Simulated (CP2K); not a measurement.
Cd under changes of volume

One of the cells (21.827 Å³/atom); the others are scaled copies at fixed shape and fractional positions:

```
CELL_PARAMETERS angstrom
3.13694 0.00000 0.00000
1.56847 2.71667 0.00000
1.56847 0.90556 2.56130
ATOMIC_POSITIONS crystal
Cd 0.00000 0.00000 0.00000
```

This isn't the form of Cd at room conditions, which is hcp.

* Program: CP2K 2026.2
* Functional: PBE
* Potentials or basis: POTENTIAL_UZH Cd GTH-PBE-q12; TZVP-MOLOPT-PBE-GTH basis
* Density cutoff: 6123 eV
* k mesh: 10 × 10 × 10
* Occupations: fermi-dirac, width 0.05 eV
* Spin: no spin polarisation

```csv
volume (Å³/atom),energy over the lowest point (meV/atom),pressure (GPa)
20.518,?,?
20.954,30.08,5.1
21.391,17.89,3.8
21.827,9.07,2.6
22.264,3.34,1.5
22.701,0.41,0.6
23.137,0.00,-0.3
```

Q: What does the run at 20.518 Å³/atom give?

A: Energy over the lowest point 46.04 meV/atom; pressure 6.6 GPa.

Worked out: A Birch-Murnaghan fit of order 3 (a polynomial in V^(-2/3)) to the other rows has its minimum at 22.99 Å³/atom with B0 = V·E''(V) = 46 GPa and B' = 4.0. It gives 45.99 meV/atom at 20.518 Å³/atom, against the run's 46.04, and -dE/dV = 6.6 GPa, against 6.6.

Energies are extrapolated to zero smearing.

Caveats: the basis of atomic orbitals isn't converged, which shifts pressures, moduli and gaps.
